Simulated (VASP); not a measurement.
# Se (P3_121) in VASP: further runs

Runs on Se. Level: PBE+D3(BJ). Tasks: relaxation of cell and atoms.

All numbers are computed with VASP 6.6.1; they aren't measurements. Logs are shortened: lines on timing, memory, paths and dates and some standing lists are left out, and cuts for length are marked.

**1. The crystal as given**

The structure is trigonal, space group P3_121 (No. 152). Conventional cell: a = 4.366 Å, b = 4.366 Å, c = 4.954 Å, α = 90.00°, β = 90.00°, γ = 120.00°. Se (site symmetry 2) is surrounded by 2 Se at 2.37 Å.

**2. Relaxation of cell and atoms, PBE+D3(BJ)**

The input, INCAR:

```
PREC = Accurate
ENCUT = 600
EDIFF = 1E-6
ISMEAR = 0
SIGMA = 0.03
LREAL = F
LASPH = T
NELM = 80
ALGO = Normal
ISIF = 3
LWAVE = F
LCHARG = F
GGA = PE
IVDW = 12
IBRION = 2
NSW = 90
EDIFFG = -0.01
KPAR = 2
```

The input, KPOINTS:

```
Automatic mesh
0
Gamma
  9 9 6
```

The input, POSCAR:

```
Se
1.0
    4.3662000000      0.0000000000      0.0000000000
   -2.1831000000      3.7812401180      0.0000000000
    0.0000000000      0.0000000000      4.9536000000
Se
3
Direct
    0.2254000000      0.0000000000      0.3333333333
    0.0000000000      0.2254000000      0.6666666667
    0.7746000000      0.7746000000      0.0000000000
```

Potentials or basis: VASP PAW PBE potentials, release 64 (Se).

Run with:

```sh
> cat potpaw_PBE.64/Se/POTCAR > POTCAR
> mpirun -np 2 vasp_std > vasp.out
```

OUTCAR:

```text
PREC = Accurate
   ENCUT = 600
   EDIFF = 1E-6
   ISMEAR = 0
   LREAL = F
   LASPH = T
   NELM = 80
   ISIF = 3
   GGA = PE
   IVDW = 12
   IBRION = 2
   NSW = 90
   EDIFFG = -0.01
 IVDW          = 12

 ion  position               nearest neighbor table
   1  0.225  0.000  0.333-   3 2.37   2 2.37
   2  0.000  0.225  0.667-   3 2.37   1 2.37
   3  0.775  0.775  0.000-   2 2.37   1 2.37

  LATTYP: Found a hexagonal cell.
 ALAT       =     4.3662000000
 C/A-ratio  =     1.1345334616

  Lattice vectors:

 A1 = (   4.3662000000,   0.0000000000,   0.0000000000)
 A2 = (  -2.1831000000,   3.7812401180,   0.0000000000)
 A3 = (   0.0000000000,   0.0000000000,   4.9536000000)

Analysis of symmetry for initial positions (statically):
=====================================================================
 Subroutine PRICEL returns:
 Original cell was already a primitive cell.

 Routine SETGRP: Setting up the symmetry group for a
 hexagonal supercell.

 Subroutine GETGRP returns: Found  6 space group operations
 (whereof  2 operations were pure point group operations)
 out of a pool of 24 trial point group operations.

The static configuration has the point symmetry C_2 .
 The point group associated with its full space group is D_3 .

Analysis of symmetry for dynamics (positions and initial velocities):
=====================================================================
 Subroutine PRICEL returns:
 Original cell was already a primitive cell.

 Routine SETGRP: Setting up the symmetry group for a
 hexagonal supercell.

 Subroutine GETGRP returns: Found  6 space group operations
 (whereof  2 operations were pure point group operations)
 out of a pool of 24 trial point group operations.

The dynamic configuration has the point symmetry C_2 .
 The point group associated with its full space group is D_3 .

 Subroutine INISYM returns: Found  6 space group operations
 (whereof  2 operations are pure point group operations),
 and found     1 'primitive' translations

----------------------------------------------------------------------------------------

                                     Primitive cell

  volume of cell :      81.7822

  direct lattice vectors                    reciprocal lattice vectors
     4.366200000  0.000000000  0.000000000     0.229032110  0.132231751  0.000000000
    -2.183100000  3.781240118  0.000000000     0.000000000  0.264463501  0.000000000
     0.000000000  0.000000000  4.953600000     0.000000000  0.000000000  0.201873385

  length of vectors
     4.366200000  4.366200000  4.953600000     0.264463501  0.264463501  0.201873385

  position of ions in fractional coordinates (direct lattice)
     0.225400000  0.000000000  0.333333333
     0.000000000  0.225400000  0.666666667
     0.774600000  0.774600000  0.000000000
[... 93 lines left out ...]
   ISMEAR =     0;   SIGMA  =   0.03  broadening in eV -4-tet -1-fermi 0-gaus
   EFERMI_NEDOS =   21; number of points for ismear=-14 and -15
   IALGO  =     38    algorithm
   IMIX   =      4    mixing-type and parameters
     AMIX     =   0.40;   BMIX     =  1.00
     AMIX_MAG =   1.60;   BMIX_MAG =  1.00
  volume/ion in A,a.u.               =      27.26       183.96
  Fermi-wavevector in a.u.,A,eV,Ry     =   0.988430  1.867862 13.292817  0.976995
  Thomas-Fermi vector in A             =   2.119956
   LORBIT       =      0    0 simple, 1 ext, 2 COOP (PROOUT), +10 PAW based schemes
   GGA     = PE    functional components
   LHFCALC =     F    Hartree Fock is set to
   AEXX    =    0.0000 exact exchange contribution
   IVDW    =    12    specifies the selected vdW correction
   LEPSILON=     F    determine dielectric tensor
   LRPA    =     F    only Hartree local field effects (RPA)
 conjugate gradient relaxation of ions
 non-spin polarized calculation
 Gauss-broadening in eV      SIGMA  =   0.03
  energy-cutoff  :      600.00
  volume of cell :       81.78
 maximum number of plane-waves:      2756
 NGX is ok and might be reduce to    36
   NGX = 17   NGY = 17   NGZ = 19

--------------------------------------- Ionic step        1  -------------------------------------------

 number of electron      18.0000000 magnetization

 Free energy of the ion-electron system (eV)
  ---------------------------------------------------
  ext. energy  EPLUGINS =         0.00000000
  ---------------------------------------------------
  free energy    TOTEN  =       -10.47005347 eV

  energy without entropy =      -10.47005347  energy(sigma->0) =      -10.47005347

------------------------ aborting loop because EDIFF is reached ----------------------------------------

 Edisp (eV)   -0.94632

 E8    (eV) :    -0.3892
[... 108 lines left out ...]
  FREE ENERGIE OF THE ION-ELECTRON SYSTEM (eV)
  ---------------------------------------------------
  free  energy   TOTEN  =       -11.4317445793 eV

  energy  without entropy=      -11.4317445793  energy(sigma->0) =      -11.43174458

[... ionic steps 4 to 12 ...]

--------------------------------------- Ionic step       13  -------------------------------------------

 number of electron      17.9999999 magnetization

------------------------ aborting loop because EDIFF is reached ----------------------------------------
[... 77 lines left out ...]
--------------------------------------- Ionic step       15  -------------------------------------------

 number of electron      17.9999999 magnetization

 Free energy of the ion-electron system (eV)
  ---------------------------------------------------
  ext. energy  EPLUGINS =         0.00000000
  ---------------------------------------------------
  free energy    TOTEN  =       -10.42333578 eV

  energy without entropy =      -10.42333578  energy(sigma->0) =      -10.42333578

 E-fermi :   3.8061     XC(G=0):  -9.4363

 val. band max:        3.6791251536   @ k =   0.3333   0.3333   0.5000
 cond. band min:       4.1932907676   @ k =   0.3333   0.3333   0.5000
 fundamental gap:      0.5141656140
 Fermi energy:         3.8061123514

 k-point     1 :       0.0000    0.0000    0.0000
  band No.  band energies     occupation
      1     -12.2623      2.00000
      2      -8.2282      2.00000
      3      -8.2282      2.00000
      4       0.0582      2.00000
      5       0.2554      2.00000
      6       0.2554      2.00000
      7       1.8254      2.00000
      8       1.8254      2.00000
      9       3.1565      2.00000
     10       5.1483      0.00000
     11       5.1483      0.00000
     12       5.7462      0.00000
     13      10.0985      0.00000
[... 354 lines left out ...]
  band No.  band energies     occupation
      1     -11.6342      2.00000
      2      -9.2357      2.00000
      3      -7.5136      2.00000
      4      -1.6345      2.00000
      5      -1.1270      2.00000
      6       0.0631      2.00000
      7       1.5415      2.00000
      8       2.3176      2.00000
      9       3.0383      2.00000
     10       5.0291      0.00000
     11       5.7411      0.00000
     12       6.0909      0.00000
     13       9.0005      0.00000

 [... further k-points ...]

------------------------ aborting loop because EDIFF is reached ----------------------------------------

 Edisp (eV)   -1.06919

 E8    (eV) :    -0.4418
[... 26 lines left out ...]
  FREE ENERGIE OF THE ION-ELECTRON SYSTEM (eV)
  ---------------------------------------------------
  free  energy   TOTEN  =       -11.4925259045 eV

  energy  without entropy=      -11.4925259045  energy(sigma->0) =      -11.49252590

 reached required accuracy - stopping structural energy minimisation
```

CONTCAR:

```text
Se
   1.00000000000000
     4.0646724176432372   -0.0000000000000000   -0.0000000000000000
    -2.0323362088216186    3.5201095717380873   -0.0000000000000000
     0.0000000000000000   -0.0000000000000000    5.1336898582773740
  Se
     3
Direct
     0.2477491666456886    0.0000000000000000    0.3333333332999970
     0.0000000000000001    0.2477491666456885    0.6666666667000030
     0.7522508333543115    0.7522508333543114    0.0000000000000000

  0.00000000E+00  0.00000000E+00  0.00000000E+00
  0.00000000E+00  0.00000000E+00  0.00000000E+00
  0.00000000E+00  0.00000000E+00  0.00000000E+00
```

Wall time 2.7 min (2 MPI ranks of Intel Xeon Platinum 8488C (Sapphire Rapids), shared host); peak memory 0.27 GiB.

What came out:

| Property | Result |
| --- | --- |
| Free energy | -11.4925 eV |
| Relaxed volume | 24.48 Å³/atom |
| Relaxed cell | a = 4.065 Å, b = 4.065 Å, c = 5.134 Å, α = 90.00°, β = 90.00°, γ = 120.00° |
| Space group after relaxing (to 0.05 Å) | P3_121 (No. 152) |
| Energy gained by relaxing | 25.4 meV/atom |
| Ionic steps | 15 |
| Pressure after relaxing | 0.0 GPa |
| Band gap on the k mesh | 0.51 eV, direct |
| Dispersion energy per atom | -0.356 eV |

Forces in eV/Å, atoms in the order of the input:
```
Se   0.003  0.000  0.000
Se  -0.001  0.002  0.000
Se  -0.001 -0.002  0.000
```

The path:
| step | energy change (eV) | largest force (eV/Å) | pressure (GPa) | volume (Å³) |
| --- | --- | --- | --- | --- |
| 1 | 0.0000 | 0.4482 | 0.86 | 81.78 |
| 2 | -0.0111 | 0.0980 | -1.80 | 83.51 |
| 3 | -0.0154 | 0.0793 | -0.92 | 82.90 |
| 4 | -0.0280 | 0.0821 | -0.82 | 81.61 |
| 5 | -0.0585 | 0.1045 | -0.28 | 77.77 |
| 6 | -0.0600 | 0.1864 | 2.15 | 70.28 |
| 7 | -0.0717 | 0.1570 | 0.73 | 74.05 |
| 8 | -0.0747 | 0.0748 | -0.61 | 73.96 |
| 9 | -0.0759 | 0.0015 | -0.16 | 74.00 |
| 10 | -0.0759 | 0.0011 | -0.18 | 74.00 |
| 11 | -0.0761 | 0.0056 | -0.10 | 73.67 |
| 12 | -0.0761 | 0.0093 | -0.03 | 73.35 |
| 13 | -0.0761 | 0.0071 | -0.06 | 73.48 |
| 14 | -0.0761 | 0.0100 | 0.06 | 73.43 |
| 15 | -0.0762 | 0.0026 | 0.01 | 73.45 |

Final structure:
```cif
data_structure
_symmetry_space_group_name_H-M 'P 1'
_symmetry_Int_Tables_number 1
_cell_length_a 4.0647
_cell_length_b 4.0647
_cell_length_c 5.1337
_cell_angle_alpha 90.000
_cell_angle_beta 90.000
_cell_angle_gamma 120.000
_cell_volume 73.45
loop_
_atom_site_label
_atom_site_type_symbol
_atom_site_fract_x
_atom_site_fract_y
_atom_site_fract_z
_atom_site_occupancy
Se1 Se 0.24775 0.00000 0.33333 1
Se2 Se 0.00000 0.24775 0.66667 1
Se3 Se 0.75225 0.75225 0.00000 1
```

Caveat: an odd mesh through Γ misses points on the zone boundary, where band edges often lie; the volume moved by -10 % from the deposited cell, more than functionals usually miss. PBE gaps usually lie below the measured ones, often by a third to a half.

**3. Relaxation of cell and atoms, PBE+D3(BJ)**

This run uses another cell than the first one, of 24.48 Å³/atom, 0.898 times its volume.

INCAR: that of step 2 with these lines changed.

```diff
@@ -2,3 +2,3 @@
 ENCUT = 600
-EDIFF = 1E-6
+EDIFF = 1E-7
 ISMEAR = 0
@@ -16,3 +16,3 @@
 NSW = 90
-EDIFFG = -0.01
+EDIFFG = -0.005
 KPAR = 2
```

KPOINTS is that of step 2.

The input, POSCAR:

```
Se                                      
1.0
    4.0646724176     -0.0000000000     -0.0000000000
   -2.0323362088      3.5201095717     -0.0000000000
    0.0000000000     -0.0000000000      5.1336898583
  Se            
     3
Direct
     0.2477491666456886    0.0000000000000000    0.3333333332999970
     0.0000000000000001    0.2477491666456885    0.6666666667000030
     0.7522508333543115    0.7522508333543114    0.0000000000000000
```

Potentials or basis: VASP PAW PBE potentials, release 64 (Se).

Run with:

```sh
> cat potpaw_PBE.64/Se/POTCAR > POTCAR
> mpirun -np 2 vasp_std > vasp.out
```

Run time: 24 s. Hardware: 2 MPI ranks of Intel Xeon Platinum 8488C (Sapphire Rapids), shared host; peak memory 0.22 GiB.

The run converged. Its results:

```
Free energy                : -11.4921 eV
Pressure after relaxing    : 0.0 GPa
Band gap on the k mesh     : 0.51 eV, direct
Dispersion energy per atom : -0.356 eV
```

Forces in eV/Å, atoms in the order of the input:
```
Se   0.003  0.000  0.000
Se  -0.001  0.002  0.000
Se  -0.001 -0.002  0.000
```

Final structure:
```
Se
1.0
     4.06467    0.00000    0.00000
    -2.03234    3.52011    0.00000
     0.00000    0.00000    5.13369
Se
3
Direct
  0.24775 0.00000 0.33333
  0.00000 0.24775 0.66667
  0.75225 0.75225 0.00000
```

Levels at points of the mesh, in eV from the valence-band top:
```csv
k point,band 7,band 8,band 9,band 10,band 11,band 12
"(0.00, 0.00, 0.00)",-1.85,-1.85,-0.52,1.47,1.47,2.07
"(0.00, 0.00, 0.50)",-1.37,-1.33,-1.33,0.94,0.97,0.97
```

Caveat: the relaxation stopped at its first step, so nothing moved; an odd mesh through Γ misses points on the zone boundary, where band edges often lie.
